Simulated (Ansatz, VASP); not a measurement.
**W in VASP and in Ansatz**

File INCAR:

```
  PREC = Accurate
  ENCUT = 600
  EDIFF = 1E-6
  ISMEAR = -1
  SIGMA = 0.05
  LREAL = False
  LASPH = True
  NELM = 100
  ALGO = Normal
  ISIF = 3
  LWAVE = False
  LCHARG = False
  GGA = PE
  IBRION = 2
  NSW = 40
  EDIFFG = -0.01
```

The input KPOINTS:

```
Automatic mesh
0
Gamma
  12 12 12
```

File POSCAR:

```
W
1.0
   -1.5823450000      1.5823450000      1.5823450000
    1.5823450000     -1.5823450000      1.5823450000
    1.5823450000      1.5823450000     -1.5823450000
W
1
Direct
    0.0000000000      0.0000000000      0.0000000000
```

The input input.yaml:

```yaml
crystal:
  lattice:
    - [-1.582345, 1.582345, 1.582345]
    - [1.582345, -1.582345, 1.582345]
    - [1.582345, 1.582345, -1.582345]
  atoms:
    - { symbol: W, position: [0.0, 0.0, 0.0] }
hamiltonian:
  xc: pbe
  pseudopotentials: { kind: paw }
kpoints:
  mp_grid: { grid: [12, 12, 12] }
scf:
  occupations: { method: fermi_dirac, width: 0.05 }
output:
  forces: true
  stress: true
  write_density: true
  write_potential: true
  elf: true
  volumetric_format: npy
relax:
  f_tol: 0.01
  max_steps: 40
  cell: { stress_tol: 0.05 }
```

Alike in both runs: task relaxation of cell and atoms; functional PBE; k mesh 12 × 12 × 12; occupations fermi-dirac, width 0.05 eV; no spin polarisation.

```csv
,VASP,Ansatz
version,VASP 6.6.1,Ansatz 0.2.0
potentials or method,"VASP PAW PBE potentials, release 64 (W)",Ansatz PAW
plane-wave cutoff (eV),600,420
valence electrons in the cell,6,14
```

Ansatz gave:

* gap on the k mesh at the Fermi level, each at its own relaxed structure (eV): none
* relaxed volume (Å³/atom): 16.15
* relaxed cell length with the largest relative difference (Å): 2.758
* energy change over the relaxation (meV/atom): -5

Question: Estimate VASP's values.

Answer: gap on the k mesh at the Fermi level, each at its own relaxed structure (eV): none; relaxed volume (Å³/atom): 15.96; relaxed cell length with the largest relative difference (Å): 2.747; energy change over the relaxation (meV/atom): -1.

A gap of «none» marks a metal or a gap that the smearing closes. The two sets of potentials don't hold the same shells in valence.

Caveats: the plane-wave basis is chosen anew once the cell has moved, so the energies of steps on either side of that aren't comparable (Ansatz). The runs have no spin-orbit coupling, so splittings on W are missing. Zero-point motion and thermal expansion aren't in these numbers. PBE usually gives volumes a little too large and moduli too small.
